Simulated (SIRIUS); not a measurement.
A run of SIRIUS 7.12.0 is set up as follows.

Contents of run.py:

```python
import json, subprocess
import numpy as np
from ase import Atoms
from ase.io import read
from ase.calculators.calculator import Calculator, all_changes
from ase.units import Bohr, Hartree, GPa
from ase.optimize import BFGS
from ase.filters import FrechetCellFilter

class Sirius(Calculator):
    """Writes sirius.json, runs sirius.scf and reads out.json."""
    implemented_properties = ["energy", "free_energy", "forces", "stress", "magmom"]

    def __init__(self, config, files):
        super().__init__()
        self.config, self.files, self.calls = config, files, 0

    def calculate(self, atoms=None, properties=["energy"], system_changes=all_changes):
        super().calculate(atoms, properties, system_changes)
        symbols = atoms.get_chemical_symbols()
        types = list(dict.fromkeys(symbols))
        order = [i for t in types for i, s in enumerate(symbols) if s == t]
        frac = atoms.get_scaled_positions(wrap=False)
        m = atoms.get_initial_magnetic_moments()
        m = m if m.ndim == 2 else np.c_[0 * m, 0 * m, m]
        spin = self.config["parameters"]["num_mag_dims"] > 0
        rows = {t: [list(frac[i]) + (list(m[i]) if spin else []) for i in order if symbols[i] == t] for t in types}
        cell = {"lattice_vectors": (atoms.cell[:] / Bohr).tolist(), "atom_types": types, "atom_files": self.files, "atoms": rows}
        json.dump({**self.config, "unit_cell": cell}, open("sirius.json", "w"), indent=1)
        self.calls += 1
        with open(f"sirius_{self.calls:03d}.out", "w") as log:
            subprocess.run(["sirius.scf", "--input=sirius.json", "--output=out.json"], stdout=log, stderr=subprocess.STDOUT, check=True)
        gs = json.load(open("out.json"))["ground_state"]
        if not gs["converged"]:
            raise RuntimeError("SCF did not converge")
        self.results = {"energy": gs["energy"]["free"] * Hartree, "free_energy": gs["energy"]["free"] * Hartree}
        if "forces" in gs:
            f = np.zeros((len(atoms), 3))
            f[order] = np.array(gs["forces"]) * Hartree / Bohr
            self.results["forces"] = f
        if "stress" in gs:
            s = np.array(gs["stress"]) * Hartree / Bohr**3
            self.results["stress"] = s.flat[[0, 4, 8, 5, 2, 1]]
        if spin:
            self.results["magmom"] = gs["magnetisation"]["total"][2]

atoms = read("BaTiO3.xyz")

config = {
    "control": {
        "processing_unit": 'cpu',
        "verbosity": 1,
        "print_forces": True,
        "print_stress": True,
    },
    "parameters": {
        "electronic_structure_method": 'pseudopotential',
        "xc_functionals": ['XC_GGA_X_PBE_SOL', 'XC_GGA_C_PBE_SOL'],
        "gk_cutoff": 9.2,
        "pw_cutoff": 18.4,
        "ngridk": [3, 3, 3],
        "shiftk": [0, 0, 0],
        "smearing": 'fermi_dirac',
        "smearing_width": 0.0018374661,
        "num_bands": 29,
        "num_mag_dims": 0,
        "num_dft_iter": 100,
        "energy_tol": 1e-08,
        "density_tol": 1e-06,
    },
    "iterative_solver": {
        "type": 'davidson',
        "min_tolerance": 1e-10,
    },
    "mixer": {
        "type": 'anderson',
        "beta": 0.7,
        "max_history": 8,
    },
    "settings": {
        "tol_ne": 1e-10,
        "pseudo_grid_cutoff": 6.5,
    },
}
dft = Sirius(config, {'Ba': 'Ba.json', 'O': 'O.json', 'Ti': 'Ti.json'})
atoms.calc = dft
results = {"symbols": atoms.get_chemical_symbols(), "cell": atoms.cell[:].tolist(), "frac": atoms.get_scaled_positions(wrap=False).tolist(), "steps": []}

def note():
    results["steps"].append({"energy": atoms.get_potential_energy(), "cell": atoms.cell[:].tolist(), "positions": atoms.positions.tolist(),
                             "forces": atoms.get_forces().tolist(), "stress": atoms.get_stress().tolist()})
    json.dump(results, open("results.json", "w"))

opt = BFGS(FrechetCellFilter(atoms, scalar_pressure=0.0 * GPa))
opt.attach(note)
results["converged"] = bool(opt.run(fmax=0.02, steps=30))
print("converged:", results["converged"])
print("cell parameters:", atoms.cell.cellpar().round(5))
print("volume per atom (A^3):", round(atoms.get_volume() / len(atoms), 4))
print(atoms.get_scaled_positions().round(6))
json.dump(results, open("results.json", "w"))
```

Contents of BaTiO3.xyz:

```xyz
5
Lattice="2.8273666084 1.6323808724 2.3183934932 -2.8273666084 1.6323808724 2.3183934932 0.0000000000 -3.2647617449 2.3183934932" Properties=species:S:1:pos:R:3 pbc="T T T"
Ba     0.0000000000      0.0000000000      0.0000000000
Ti     0.0000000000      0.0000000000      3.3697849424
O      1.3885197414     -0.8016622465      2.3988417474
O     -1.3885197414     -0.8016622465      2.3988417474
O      0.0000000000      1.6033244929      2.3988417474
```

Potentials or basis: PseudoDojo 0.4.1 PBE standard (scalar relativistic).

Launch:

```console
$ upf_to_json Ba.upf
$ upf_to_json O.upf
$ upf_to_json Ti.upf
$ OMP_NUM_THREADS=4 python run.py
```

(1) Estimate the relaxed cell.

(2) Estimate the space group after relaxing (to 0.05 Å).

(3) Predict the band gap on the k mesh.

Results:

(1) a = 4.005 Å, b = 4.005 Å, c = 4.005 Å, α = 89.79°, β = 89.79°, γ = 89.79°.

(2) R3m (No. 160).

(3) 2.89 eV.

Caveat: the k mesh is coarse (spacing up to 0.52 Å⁻¹), so the values aren't converged; this release of the barium file is off; the potentials were made for another functional, which shifts forces and pressure; spin-orbit coupling is left out, which moves the levels of the heavy elements; an odd mesh through Γ misses points on the zone boundary, where band edges often lie.
